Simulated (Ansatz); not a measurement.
Density of states of ZnTe (F-43m) above the conduction band minimum, r2SCAN with spin-orbit coupling, rigid bands in Ansatz (a first-principles code); cell volume 57.2 Å³.

| energy from edge (eV) | 10⁻³ states/eV/cell |
|---|---|
| 0.006 | 1.06 |
| 0.031 | 2.54 |
| 0.056 | 3.56 |
| 0.081 | 4.49 |
| 0.106 | 5.40 |
| 0.131 | 6.31 |
| 0.156 | 7.19 |
| 0.181 | 8.12 |
| 0.206 | 9.11 |
| 0.231 | 10.1 |
| 0.256 | 11.1 |
| 0.281 | 12.2 |
| 0.319 | 13.9 |
| 0.344 | 15.3 |
| 0.369 | 16.5 |
| 0.394 | 17.9 |
| 0.419 | 48.9 |
| 0.444 | 79.7 |
| 0.469 | 102 |
| 0.494 | 121 |
| 0.519 | 139 |
| 0.544 | 156 |
| 0.569 | 172 |
| 0.594 | 188 |

**Question.** What effective density of states at 300 K does this give (∫ g(E) exp(−E/k_BT) dE, both spins, divided by the cell's size)?

**Answer.** 9.5e17 cm⁻³, a density-of-states mass of 0.113 mₑ, valleys and band degeneracy included.

Geometry: cell and atoms relaxed with r2SCAN.
